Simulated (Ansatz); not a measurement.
# BaHfO3: relaxed-ion elastic tensor

All numbers below come from DFT PBE, scalar-relativistic, plane waves, PAW (Ansatz). Settings: 420 eV plane-wave cutoff, Γ-centred 6×6×6 mesh, fixed occupations. No spin polarisation.

Equilibrium structure at this level:
```yaml
crystal:
  lattice:
    - [4.20612, 0.00000, 0.00000]
    - [0.00000, 4.20612, 0.00000]
    - [0.00000, 0.00000, 4.20612]
  atoms:
    - { symbol: Ba, position: [0.50000, 0.50000, 0.50000] }
    - { symbol: Hf, position: [0.00000, 0.00000, 0.00000] }
    - { symbol: O, position: [0.00000, 0.50000, 0.00000] }
    - { symbol: O, position: [0.50000, 0.00000, 0.00000] }
    - { symbol: O, position: [0.00000, 0.00000, 0.50000] }
```

It was relaxed at this level from a Materials Project cell. Spin–orbit coupling is left out, which matters for heavy elements.

(1) Give the relaxed-ion elastic constants (GPa, Voigt order xx yy zz yz xz xy, on the Cartesian axes of the cell above).

(2) Is the crystal stable against homogeneous strain?

(3) And the moduli of a polycrystal (Hill averages)?

## Answers

(1)
```
307.1  78.7  78.7   0.0   0.0   0.0
 78.7 307.1  78.7   0.0   0.0   0.0
 78.7  78.7 307.1   0.0   0.0   0.0
  0.0   0.0   0.0  89.4   0.0   0.0
  0.0   0.0   0.0   0.0  89.4   0.0
  0.0   0.0   0.0   0.0   0.0  89.4
```

(2) Yes: the least eigenvalue of the tensor is 89.4 GPa.

(3) B = 155 GPa, G = 99 GPa, E = 244 GPa, ν = 0.24.
